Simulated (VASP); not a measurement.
# ZnSn2N2 (P-4m2) in VASP: equation of state, part 2 of 2

VASP 6.6.1. The steps go on from the part before.

### Step 3. Equation of state, PBE, 17.40 Å³/atom (volume scaled by 0.96)

Input file INCAR:

```
SYSTEM = ZnSn2N2
ALGO = Normal ; EDIFF = 1E-7
ENCUT = 520 ; GGA = PE
ISIF = 2 ; ISMEAR = -1
LASPH = .True. ; LCHARG = .False.
LREAL = .False. ; LWAVE = .False.
NBANDS = 33 ; NELM = 100
PREC = Accurate ; SIGMA = 0.05
```

Input file KPOINTS:

```
k-points
0
Gamma
  8 8 4
  0 0 0
```

Input file POSCAR:

```
ZnSn2N2
1.0
    3.3070187433      0.0000000000      0.0000000000
    0.0000000000      3.3070187433      0.0000000000
    0.0000000000      0.0000000000      7.9552198423
Sn Zn N
2 1 2
Direct
    0.5000000000      0.5000000000      0.3058270000
    0.5000000000      0.5000000000      0.6941730000
    0.0000000000      0.0000000000      0.0000000000
    0.0000000000      0.5000000000      0.8541900000
    0.5000000000      0.0000000000      0.1458100000
```

Potentials or basis: VASP PAW PBE potentials, release 64 (Sn_d, Zn, N).

On the command line:

```console
$ cat potpaw_PBE.64/Sn_d/POTCAR potpaw_PBE.64/Zn/POTCAR potpaw_PBE.64/N/POTCAR > POTCAR
$ mpirun -np 1 vasp_std > vasp.out
```

OUTCAR:

```text
SYSTEM = ZnSn2N2
   EDIFF = 1E-7
   ENCUT = 520
   GGA = PE
   ISIF = 2
   ISMEAR = -1
   LASPH = .True.
   LREAL = .False.
   NELM = 100
   PREC = Accurate

 Found     45 irreducible k-points:

 Following reciprocal coordinates:
            Coordinates               Weight
  0.000000  0.000000  0.000000      1.000000
  0.125000  0.000000  0.000000      4.000000
  0.250000  0.000000  0.000000      4.000000
  0.375000  0.000000  0.000000      4.000000
  0.500000  0.000000  0.000000      2.000000
  0.125000  0.125000  0.000000      4.000000
   k-points           NKPTS =     45   k-points in BZ     NKDIM =     45   number of bands    NBANDS=     33
   number of dos      NEDOS =    301   number of ions     NIONS =      5
   total plane-waves  NPLWV =  47040
   dimension x,y,z NGX =    28 NGY =   28 NGZ =   60
   dimension x,y,z NGXF=    56 NGYF=   56 NGZF=  120
   ions per type =               2   1   2
   NGX,Y,Z   is equivalent  to a cutoff of  14.08, 14.08, 12.54 a.u.
   NGXF,Y,Z  is equivalent  to a cutoff of  28.15, 28.15, 25.08 a.u.
 SYSTEM =  ZnSn2N2
   PREC   = accura    normal or accurate (medium, high low for compatibility)
   ISTART =      0    job   : 0-new  1-cont  2-samecut
   ICHARG =      2    charge: 1-file 2-atom 10-const
   ISPIN  =      1    spin polarized calculation?
   LNONCOLLINEAR =      F non collinear calculations
   LSORBIT =      F    spin-orbit coupling
   LASPH  =      T    aspherical Exc in radial PAW
   ENCUT  =  520.0 eV  38.22 Ry    6.18 a.u.   6.15  6.15 14.79*2*pi/ulx,y,z
   NELM   =    100;   NELMIN=  2; NELMDL= -5     # of ELM steps
   EDIFF  = 0.1E-06   stopping-criterion for ELM
   LREAL  =      F    real-space projection
   EDIFFG = 0.1E-05   stopping-criterion for IOM
   NSW    =      0    number of steps for IOM
   IBRION =     -1    ionic relax: 0-MD 1-quasi-New 2-CG
   NFREE  =      0    steps in history (QN), initial steepest desc. (CG)
   ISIF   =      2    stress and relaxation
   ISYM   =      2    0-nonsym 1-usesym 2-fastsym
   POTIM  = 0.5000    time-step for ionic-motion
   TEBEG  =    0.0;   TEEND  =   0.0 temperature during run
   PSTRESS=    0.0 pullay stress
   NELECT =      50.0000    total number of electrons
   NUPDOWN=      -1.0000    fix difference up-down
   EMIN   =  10.00;   EMAX   =-10.00  energy-range for DOS
   EFERMI =   0.00;   METHOD = LEGACY
   ISMEAR =    -1;   SIGMA  =   0.05  broadening in eV -4-tet -1-fermi 0-gaus
   EFERMI_NEDOS =   21; number of points for ismear=-14 and -15
   IALGO  =     38    algorithm
   IMIX   =      4    mixing-type and parameters
     AMIX     =   0.40;   BMIX     =  1.00
     AMIX_MAG =   1.60;   BMIX_MAG =  1.00
  volume/ion in A,a.u.               =      17.40       117.42
  Fermi-wavevector in a.u.,A,eV,Ry     =   1.361099  2.572104 25.206018  1.852590
  Thomas-Fermi vector in A             =   2.487704
   LORBIT       =      0    0 simple, 1 ext, 2 COOP (PROOUT), +10 PAW based schemes
   GGA     = PE    functional components
   LHFCALC =     F    Hartree Fock is set to
   AEXX    =    0.0000 exact exchange contribution
   IVDW    =     0    specifies the selected vdW correction
   LEPSILON=     F    determine dielectric tensor
   LRPA    =     F    only Hartree local field effects (RPA)
 non-spin polarized calculation
  energy-cutoff  :      520.00
  volume of cell :       87.00
 maximum number of plane-waves:      2384
 NGX is ok and might be reduce to    28
   NGX = 13   NGY = 13   NGZ = 29

 number of electron      50.0000019 magnetization

 Free energy of the ion-electron system (eV)
  ---------------------------------------------------
  ext. energy  EPLUGINS =         0.00000000
  ---------------------------------------------------
  free energy    TOTEN  =       -24.13826412 eV

  energy without entropy =      -24.12433689  energy(sigma->0) =      -24.13130050

 E-fermi :   5.7954     XC(G=0): -10.4219

 val. band max:        5.7890602707   @ k =   0.2500   0.2500   0.2500
 cond. band min:       5.8333786370   @ k =   0.3750   0.3750   0.2500
 fundamental gap:      0.0443183662
 Fermi energy:         5.7953957718

 k-point     1 :       0.0000    0.0000    0.0000
  band No.  band energies     occupation
      1     -15.6574      2.00000
      2     -15.6537      2.00000
      3     -15.5021      2.00000
      4     -15.4312      2.00000
      5     -15.4312      2.00000
      6     -15.3626      2.00000
[... 25 lines left out ...]
     32      13.7044      0.00000
     33      13.7775      0.00000
[... 149 lines left out ...]
      3     -15.4918      2.00000
      4     -15.4498      2.00000
      5     -15.4433      2.00000
      6     -15.3724      2.00000
[... 25 lines left out ...]
     32      13.3394      0.00000
     33      15.2507      0.00000

 [... further k-points ...]
[... 5 lines left out ...]
  --------------------------------------------------------------------------------------
  -------------------------------------------------------------------------------------
  Total        2.0794997      2.0794997      1.8535799      0.0000000      0.0000000     -0.0000000
  in kB       38.2951648     38.2951648     34.1347246      0.0000000      0.0000000     -0.0000000
  external PRESSURE =      36.9083514 kB  Pullay stress =       0.0000000 kB

 VOLUME and BASIS-vectors are now :
 -----------------------------------------------------------------------------
  energy-cutoff  :      520.00
  volume of cell :       87.00
      direct lattice vectors                 reciprocal lattice vectors
     3.307018743  0.000000000  0.000000000     0.302387158  0.000000000  0.000000000
     0.000000000  3.307018743  0.000000000     0.000000000  0.302387158  0.000000000
     0.000000000  0.000000000  7.955219842     0.000000000  0.000000000  0.125703629

 POSITION                                       TOTAL-FORCE (eV/Angst)
 -----------------------------------------------------------------------------------
      1.65351      1.65351      2.43292         0.000000      0.000000      0.505433
      1.65351      1.65351      5.52230         0.000000      0.000000     -0.505433
      0.00000      0.00000      0.00000        -0.000000     -0.000000      0.000000
      0.00000      1.65351      6.79527         0.000000     -0.000000      0.141835
      1.65351      0.00000      1.15995        -0.000000     -0.000000     -0.141835
 -----------------------------------------------------------------------------------
    total drift:                                0.000000      0.000000     -0.000000

  FREE ENERGIE OF THE ION-ELECTRON SYSTEM (eV)
  ---------------------------------------------------
  free  energy   TOTEN  =       -24.1382641154 eV

  energy  without entropy=      -24.1243368941  energy(sigma->0) =      -24.13130050
```

OSZICAR:

```text
N       E                     dE             d eps       ncg     rms          rms(c)
DAV:   1     0.491693342318E+03    0.49169E+03   -0.24915E+04  3058   0.232E+03
DAV:   2     0.509179430360E+02   -0.44078E+03   -0.42171E+03  2986   0.556E+02
DAV:   3    -0.245945379444E+02   -0.75512E+02   -0.73348E+02  3383   0.196E+02
DAV:   4    -0.290364671704E+02   -0.44419E+01   -0.44030E+01  3538   0.508E+01
DAV:   5    -0.291532288577E+02   -0.11676E+00   -0.11665E+00  3522   0.877E+00    0.147E+01
DAV:   6    -0.240783706766E+02    0.50749E+01   -0.17872E+01  4890   0.629E+01    0.740E+00
DAV:   7    -0.241835412956E+02   -0.10517E+00   -0.53676E+00  3186   0.139E+01    0.516E+00
DAV:   8    -0.241536276837E+02    0.29914E-01   -0.65180E-01  4342   0.798E+00    0.192E+00
DAV:   9    -0.241369086176E+02    0.16719E-01   -0.97503E-02  3938   0.436E+00    0.301E-01
DAV:  10    -0.241381853364E+02   -0.12767E-02   -0.14976E-02  3420   0.845E-01    0.203E-01
DAV:  11    -0.241382684288E+02   -0.83092E-04   -0.11930E-03  4784   0.402E-01    0.531E-02
DAV:  12    -0.241382948017E+02   -0.26373E-04   -0.54969E-04  4129   0.186E-01    0.394E-02
DAV:  13    -0.241382623145E+02    0.32487E-04   -0.12710E-04  4400   0.109E-01    0.937E-03
DAV:  14    -0.241382642648E+02   -0.19503E-05   -0.22582E-05  3983   0.449E-02    0.513E-03
DAV:  15    -0.241382643432E+02   -0.78356E-07   -0.28280E-06  3385   0.187E-02    0.403E-03
DAV:  16    -0.241382641491E+02    0.19408E-06   -0.98431E-07  3369   0.592E-03    0.863E-04
DAV:  17    -0.241382641154E+02    0.33689E-07   -0.25760E-07  3077   0.641E-03
   1 F= -.24138264E+02 E0= -.24131301E+02  d E =-.139272E-01
```

Run time: 2.9 min. Hardware: 1 thread of Intel Xeon Platinum 8259CL at 2.50GHz (Skylake/Cascade Lake), shared host; peak memory 0.28 GiB.

Results:

```
Free energy            : -24.1383 eV
Pressure               : 3.7 GPa
Largest force          : 0.505 eV/Å
Band gap on the k mesh : none (metal or under the smearing width)
```

### Step 4. Equation of state, PBE, 17.76 Å³/atom (volume scaled by 0.98)

Input file INCAR:

```
SYSTEM = ZnSn2N2
PREC = Accurate
ENCUT = 520
EDIFF = 1E-7
ISMEAR = -1
SIGMA = 0.05
LREAL = .FALSE.
LASPH = .TRUE.
NELM = 100
ALGO = Normal
ISIF = 2
LWAVE = .FALSE.
LCHARG = .FALSE.
GGA = PE
NBANDS = 33
```

Input file KPOINTS:

```
Automatic mesh
0
G
  8 8 4
  0 0 0
```

POSCAR, as its differences from that of step 3:

```diff
@@ -2,5 +2,5 @@
 1.0
-    3.3070187433      0.0000000000      0.0000000000
-    0.0000000000      3.3070187433      0.0000000000
-    0.0000000000      0.0000000000      7.9552198423
+    3.3298264899      0.0000000000      0.0000000000
+    0.0000000000      3.3298264899      0.0000000000
+    0.0000000000      0.0000000000      8.0100851612
 Sn Zn N
```

On the command line:

```console
$ cat potpaw_PBE.64/Sn_d/POTCAR potpaw_PBE.64/Zn/POTCAR potpaw_PBE.64/N/POTCAR > POTCAR
$ mpirun -np 1 vasp_std > vasp.out
```

It took 2.2 min on 1 thread of Intel Xeon Platinum 8259CL at 2.50GHz (Skylake/Cascade Lake), shared host; peak memory 0.28 GiB.

It converged, with:

* Free energy: -24.1689 eV
* Pressure: 1.6 GPa
* Largest force: 0.279 eV/Å
* Band gap on the k mesh: none (metal or under the smearing width)

### Step 5. Equation of state, PBE, 18.49 Å³/atom (volume scaled by 1.02)

Input file INCAR:

```
SYSTEM = ZnSn2N2
PREC     = Accurate       ! precision mode
ENCUT    = 520            ! plane-wave cutoff, eV
EDIFF    = 1E-7           ! SCF threshold, eV
ISMEAR   = -1             ! smearing method
SIGMA    = 0.05           ! smearing width, eV
LREAL    = .FALSE.        ! projectors in reciprocal space
LASPH    = .TRUE.         ! aspherical terms in the spheres
NELM     = 100            ! most SCF steps
ALGO     = Normal         ! electronic algorithm
ISIF     = 2              ! what is computed and relaxed
LWAVE    = .FALSE.        ! write WAVECAR
LCHARG   = .FALSE.        ! write CHGCAR
GGA      = PE             ! functional
NBANDS   = 33             ! bands
```

Input file KPOINTS:

```
regular mesh
0
G
  8 8 4
  0 0 0
```

POSCAR, as its differences from that of step 4:

```diff
@@ -2,5 +2,5 @@
 1.0
-    3.3298264899      0.0000000000      0.0000000000
-    0.0000000000      3.3298264899      0.0000000000
-    0.0000000000      0.0000000000      8.0100851612
+    3.3745274814      0.0000000000      0.0000000000
+    0.0000000000      3.3745274814      0.0000000000
+    0.0000000000      0.0000000000      8.1176159140
 Sn Zn N
```

On the command line:

```console
$ cat potpaw_PBE.64/Sn_d/POTCAR potpaw_PBE.64/Zn/POTCAR potpaw_PBE.64/N/POTCAR > POTCAR
$ mpirun -np 1 vasp_std > vasp.out
```

Run time: 2.7 min. Hardware: 1 thread of Intel Xeon Platinum 8259CL at 2.50GHz (Skylake/Cascade Lake), shared host; peak memory 0.28 GiB.

The run converged. Its results:

```yaml
Free_energy: -24.1653 eV
Pressure: -1.9 GPa
Largest_force: 0.126 eV/Å
Band_gap_on_the_k_mesh: none (metal or under the smearing width)
```

### Step 6. Equation of state, PBE, 18.85 Å³/atom (volume scaled by 1.04)

Input file INCAR:

```
  PREC = Accurate
  ENCUT = 520
  EDIFF = 1E-7
  ISMEAR = -1
  SIGMA = 0.05
  LREAL = False
  LASPH = True
  NELM = 80
  ALGO = Normal
  ISIF = 2
  LWAVE = False
  LCHARG = False
  GGA = PE
  NBANDS = 33
```

Input file KPOINTS:

```
regular mesh
0
Gamma
  8 8 4
```

POSCAR, as its differences from that of step 5:

```diff
@@ -2,5 +2,5 @@
 1.0
-    3.3745274814      0.0000000000      0.0000000000
-    0.0000000000      3.3745274814      0.0000000000
-    0.0000000000      0.0000000000      8.1176159140
+    3.3964406116      0.0000000000      0.0000000000
+    0.0000000000      3.3964406116      0.0000000000
+    0.0000000000      0.0000000000      8.1703291827
 Sn Zn N
```

Potentials or basis: VASP PAW PBE potentials, release 64 (Sn_d, Zn, N).

On the command line:

```console
$ cat potpaw_PBE.64/Sn_d/POTCAR potpaw_PBE.64/Zn/POTCAR potpaw_PBE.64/N/POTCAR > POTCAR
$ mpirun -np 1 vasp_std > vasp.out
```

It took 2.3 min on 1 thread of Intel Xeon Platinum 8259CL at 2.50GHz (Skylake/Cascade Lake), shared host; peak memory 0.29 GiB.

The run converged. Its results:

```yaml
Free_energy: -24.1358 eV
Pressure: -3.4 GPa
Largest_force: 0.309 eV/Å
Band_gap_on_the_k_mesh: none (metal or under the smearing width)
```

### Step 7. Equation of state, PBE, 19.21 Å³/atom (volume scaled by 1.06)

Input file INCAR:

```
PREC = Accurate
ENCUT = 520
EDIFF = 1E-7
ISMEAR = -1
SIGMA = 0.05
LREAL = False
LASPH = True
NELM = 100
ALGO = Normal
ISIF = 2
LWAVE = False
LCHARG = False
GGA = PE
NBANDS = 33
```

KPOINTS is that of step 6.

POSCAR, as its differences from that of step 6:

```diff
@@ -2,5 +2,5 @@
 1.0
-    3.3964406116      0.0000000000      0.0000000000
-    0.0000000000      3.3964406116      0.0000000000
-    0.0000000000      0.0000000000      8.1703291827
+    3.4180745745      0.0000000000      0.0000000000
+    0.0000000000      3.4180745745      0.0000000000
+    0.0000000000      0.0000000000      8.2223708991
 Sn Zn N
```

On the command line:

```console
$ cat potpaw_PBE.64/Sn_d/POTCAR potpaw_PBE.64/Zn/POTCAR potpaw_PBE.64/N/POTCAR > POTCAR
$ mpirun -np 1 vasp_std > vasp.out
```

Wall time 2.5 min (1 thread of Intel Xeon Platinum 8259CL at 2.50GHz (Skylake/Cascade Lake), shared host); peak memory 0.3 GiB.

The run converged. Its results:

```
Free energy            : -24.0906 eV
Pressure               : -4.7 GPa
Largest force          : 0.479 eV/Å
Band gap on the k mesh : none (metal or under the smearing width)
```

### Step 8. Equation of state, PBE

Potentials or basis: VASP PAW PBE potentials, release 64 (Sn_d, Zn, N).

No new run: the results of the series are fitted here.

Results:

* Equilibrium volume: 18.09 Å³/atom
* Bulk modulus at fixed shape and positions: 89 GPa
* Pressure derivative of the bulk modulus: 4.9

Energy against volume, from the lowest point:
```csv
volume (Å³/atom),energy (meV/atom)
17.038,18.90
17.400,7.76
17.763,1.63
18.125,0.00
18.488,2.35
18.850,8.26
19.213,17.29
```

Caveat: the cell was scaled at fixed shape and fractional positions, which overstates the stiffness of a crystal with free parameters, most of all of layers and chains.
